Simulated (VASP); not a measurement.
VASP ran on this input.

File POSCAR:
```
ZnTe
1.0
  0.0000000000   3.0500000000   3.0500000000
  3.0500000000   0.0000000000   3.0500000000
  3.0500000000   3.0500000000   0.0000000000
Zn Te
1 1
Cartesian
  0.0000000000   0.0000000000   0.0000000000
  1.5250000000   1.5250000000   1.5250000000
```

INCAR:
```
# general
SYSTEM   = ZnTe
PREC     = Accurate
ENCUT    = 520
LREAL    = F
LASPH    = T

# electronic loop
EDIFF    = 1E-6
NELM     = 100
ALGO     = Normal
LMAXMIX  = 4

# smearing
ISMEAR   = 0
SIGMA    = 0.05

# functional
GGA      = MK
LUSE_VDW = T
AGGAC    = 0.0
PARAM1   = 0.1234568
PARAM2   = 0.7114
ZAB_VDW  = -1.8867

# ions
IBRION   = 2
NSW      = 60
ISIF     = 3
EDIFFG   = -0.01

# output
LWAVE    = F
LCHARG   = F
```

**KPOINTS**
```
Automatic mesh
0
Gamma
  7 7 7
0 0 0
```

POTCAR, in this order: Zn Te (PBE.64 set). Program: vasp_std.

Question: Translate this rev-vdW-DF2 calculation to Quantum ESPRESSO's pw.x.

Answer: One equivalent input (not run):
```
&CONTROL
  calculation = 'vc-relax'
  pseudo_dir = './pseudo'
  outdir = './out'
  tprnfor = .true.
  tstress = .true.
  nstep = 60
  forc_conv_thr = 0.00039
/
&SYSTEM
  ibrav = 0
  nat = 2
  ntyp = 2
  ecutwfc = 84
  occupations = 'smearing'
  smearing = 'gaussian'
  degauss = 0.003675
  input_dft = 'vdw-df2-b86r'
/
&ELECTRONS
  conv_thr = 7.3e-08
  electron_maxstep = 100
/
&IONS
/
&CELL
/
ATOMIC_SPECIES
  Zn 65.380 Zn.upf
  Te 127.600 Te.upf
CELL_PARAMETERS angstrom
     0.0000000    3.0500000    3.0500000
     3.0500000    0.0000000    3.0500000
     3.0500000    3.0500000    0.0000000
ATOMIC_POSITIONS crystal
  Zn   0.0000000  0.0000000  0.0000000
  Te   0.2500000  0.2500000  0.2500000
K_POINTS automatic
  7 7 7 0 0 0
```
The two are equivalent in intent, not identical: the potentials are each code's own (VASP's PAW set, PseudoDojo norm-conserving files in pw.x), so ENCUT and ecutwfc are chosen apart and not converted; conv_thr bounds pw.x's estimated SCF error, while EDIFF bounds the energy change between steps; forc_conv_thr acts on force components and is met together with etot_conv_thr.

The compound is ZnTe in the zinc blende structure. This run relaxes it. Symmetry was kept, so distortions that lower it aren't found.
